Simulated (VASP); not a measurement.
PbO: single point with r2SCAN

Crystal: PbO.

```xyz
4
Lattice="3.9900 0.0000 0.0000 0.0000 3.9900 0.0000 0.0000 0.0000 5.0100" Properties=species:S:1:pos:R:3 pbc="T T T"
Pb    0.0000    1.9950    1.2024
Pb    1.9950    0.0000    3.8076
O     0.0000    0.0000    0.0000
O     1.9950    1.9950    0.0000
```

```json
{
 "Program": "VASP 6.6.1",
 "Task": "single point",
 "Functional": "r2SCAN",
 "Potentials or basis": "VASP PAW PBE potentials, release 64 (Pb_d, O)",
 "Cutoff": "520 eV",
 "k mesh": "8 × 8 × 6",
 "Occupations": "fermi-dirac, width 0.05 eV",
 "Spin": "no spin polarisation"
}
```

```
Pressure               : 0.2 GPa
Largest force          : 0.289 eV/Å
Band gap on the k mesh : 1.46 eV, indirect (least direct gap 2.52 eV)
```

Forces in eV/Å, atoms in the order of the input:
```
Pb   0.000  0.000 -0.289
Pb   0.000  0.000  0.289
O    0.000  0.000  0.000
O    0.000  0.000  0.000
```

Stress tensor (GPa, compression positive):
```
 0.33  0.00  0.00
 0.00  0.33  0.00
 0.00  0.00 -0.17
```

Levels at points of the mesh, in eV from the valence-band top:
```csv
k point,band 18,band 19,band 20,band 21,band 22,band 23
"(0.00, 0.00, 0.00)",-1.68,-1.68,0.00,2.83,5.94,5.94
"(0.50, 0.00, 0.00)",-3.03,-1.71,-1.71,3.74,3.74,7.06
"(0.50, 0.50, 0.00)",-1.76,-1.06,-1.06,1.46,1.46,5.65
"(0.00, 0.00, 0.50)",-1.71,-1.71,-1.00,2.39,4.30,4.30
"(0.50, 0.00, 0.50)",-3.00,-1.05,-1.05,3.40,3.40,6.67
"(0.50, 0.50, 0.50)",-2.36,-1.06,-1.06,3.74,3.74,5.22
```

Wall time 4.4 min on 4 MPI ranks on Intel(R) Xeon(R) Platinum 8375C CPU @ 2.90GHz (Ice Lake) (shared host), peak memory 0.25 GiB a rank.

Caveat: the PAW data sets were made with another functional, which shifts forces and pressure a little; spin-orbit coupling is left out, which as a rule narrows the gap of such compounds by several tenths of an eV. A k mesh can miss the band edges.
